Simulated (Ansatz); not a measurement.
All numbers below come from DFT PBE, scalar-relativistic, plane waves, PAW (Ansatz 0.2.0). Several structures of AsPt₄ were relaxed, and the powder pattern of one of them was computed from 10° to 70° in 2θ (λ = 1.5406 Å; lines under 1 % are left out).

Cu Kα1 powder pattern (kinematic, no thermal factors).
2θ (°) (relative intensity): 21.81 (7), 23.47 (10), 26.07 (2), 35.36 (99), 37.20 (100), 40.27 (45), 43.54 (3), 44.46 (8), 48.00 (5), 53.63 (35), 55.43 (13), 55.98 (35), 59.32 (3), 62.25 (10), 64.39 (3), 65.89 (34), 69.14 (9)

Question: Which structure gives it?
A.

```cif
data_structure
_symmetry_space_group_name_H-M 'Pm-3m'
_symmetry_Int_Tables_number 221
_cell_length_a 4.6052
_cell_length_b 4.6052
_cell_length_c 4.6052
_cell_angle_alpha 90.000
_cell_angle_beta 90.000
_cell_angle_gamma 90.000
_cell_volume 97.67
loop_
_atom_site_label
_atom_site_type_symbol
_atom_site_symmetry_multiplicity
_atom_site_Wyckoff_symbol
_atom_site_fract_x
_atom_site_fract_y
_atom_site_fract_z
_atom_site_occupancy
As1 As 1 a 0.00000 0.00000 0.00000 1
Pt1 Pt 3 d 0.50000 0.00000 0.00000 1
Pt2 Pt 1 b 0.50000 0.50000 0.50000 1
```

B.

```cif
data_structure
_symmetry_space_group_name_H-M 'I4/mmm'
_symmetry_Int_Tables_number 139
_cell_length_a 4.8296
_cell_length_b 4.8296
_cell_length_c 7.5757
_cell_angle_alpha 90.000
_cell_angle_beta 90.000
_cell_angle_gamma 90.000
_cell_volume 176.70
loop_
_atom_site_label
_atom_site_type_symbol
_atom_site_symmetry_multiplicity
_atom_site_Wyckoff_symbol
_atom_site_fract_x
_atom_site_fract_y
_atom_site_fract_z
_atom_site_occupancy
As1 As 2 a 0.00000 0.00000 0.00000 1
Pt1 Pt 4 e 0.00000 0.00000 0.31927 1
Pt2 Pt 4 c 0.00000 0.50000 0.00000 1
```

C.

```cif
data_structure
_symmetry_space_group_name_H-M 'F-43m'
_symmetry_Int_Tables_number 216
_cell_length_a 9.0268
_cell_length_b 9.0268
_cell_length_c 9.0268
_cell_angle_alpha 90.000
_cell_angle_beta 90.000
_cell_angle_gamma 90.000
_cell_volume 735.53
loop_
_atom_site_label
_atom_site_type_symbol
_atom_site_symmetry_multiplicity
_atom_site_Wyckoff_symbol
_atom_site_fract_x
_atom_site_fract_y
_atom_site_fract_z
_atom_site_occupancy
As1 As 4 a 0.00000 0.00000 0.00000 1
Pt1 Pt 16 e 0.14755 0.35245 0.64755 1
```

Answer: B. Its strongest line, at 2θ = 37.20°, has d = λ/(2 sin θ) = 2.415 Å and is the (2 0 0) reflection of the conventional I4/mmm cell with a = 4.830 Å, c = 7.576 Å. The others have their strongest lines at 33.7° (A); 17.0° (C).

The cells needn't be stable.
